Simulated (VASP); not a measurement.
A run of VASP 6.6.1:

File INCAR:

```
SYSTEM = GaP
PREC     = Accurate       ! precision mode
ENCUT    = 600            ! plane-wave cutoff, eV
EDIFF    = 1E-6           ! SCF threshold, eV
ISMEAR   = 0              ! smearing method
SIGMA    = 0.03           ! smearing width, eV
LREAL    = .FALSE.        ! projectors in reciprocal space
LASPH    = .TRUE.         ! aspherical terms in the spheres
NELM     = 80             ! most SCF steps
ALGO     = Normal         ! electronic algorithm
ISIF     = 3              ! what is computed and relaxed
LWAVE    = .FALSE.        ! write WAVECAR
LCHARG   = .FALSE.        ! write CHGCAR
GGA      = PS             ! functional
IBRION   = 2              ! ionic algorithm
NSW      = 90             ! ionic steps
EDIFFG   = -0.01          ! ionic threshold
```

The input KPOINTS:

```
regular mesh
0
G
  8 8 8
  0 0 0
```

POSCAR

```
GaP
1.0
    0.0000000000      2.7252500000      2.7252500000
    2.7252500000      0.0000000000      2.7252500000
    2.7252500000      2.7252500000      0.0000000000
Ga P
1 1
Direct
    0.0000000000      0.0000000000      0.0000000000
    0.2500000000      0.2500000000      0.2500000000
```

Potentials or basis: VASP PAW PBE potentials, release 64 (Ga_d, P).

Launch:

```console
$ cat potpaw_PBE.64/Ga_d/POTCAR potpaw_PBE.64/P/POTCAR > POTCAR
$ mpirun -np 1 vasp_std > vasp.out
```

Hardware: 1 thread of Intel(R) Xeon(R) Platinum 8488C (Sapphire Rapids), with other jobs on the host.

Estimate the wall time of this run.

Wall time 18 s on 1 thread of Intel(R) Xeon(R) Platinum 8488C (Sapphire Rapids), on a shared host, peak memory 0.19 GiB. Counts: scf iterations 24, k points 29, ion steps 3.
